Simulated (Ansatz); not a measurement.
Here is an Ansatz 0.2.0 calculation.

The input input.yaml:

```yaml
crystal:
  lattice:
    - [0.0, 2.4734634191, 2.4734634191]
    - [2.4734634191, 0.0, 2.4734634191]
    - [2.4734634191, 2.4734634191, 0.0]
  atoms:
    - { symbol: Mn, position: [0.0, 0.0, 0.0], spin: 2.0 }
    - { symbol: S, position: [0.75, 0.75, 0.75] }
hamiltonian:
  xc: pbesol
  pseudopotentials: { kind: paw }
magnetization:
  spin_polarized: true
  initial_magnetization: 2.0
  spin_locking: { lock_magnetization: hard }
kpoints:
  mp_grid: { grid: [8, 8, 8] }
scf:
  occupations: { method: fermi_dirac, width: 0.05 }
  lower_state_search: "off"
output:
  forces: true
  stress: true
  eigenvalues: true
```

Potentials or basis: Ansatz PAW.

Command:

```bash
$ ansatz run input.yaml --threads 2 --pin off --max-ram 5632MiB --backend cpu --events-out ev --progress --plain --runs-dir out
```

(1) Estimate the pressure.

Results:

(1) 7.1 GPa.

Caveat: the total moment is fixed, so each spin has its own Fermi level; a cell with one magnetic atom can't hold antiferromagnetic order, which such compounds often take; the PAW data sets come from PBE, with cores solved anew for the run's functional, which leaves a small shift of forces and pressure; the thresholds are loose for stress.
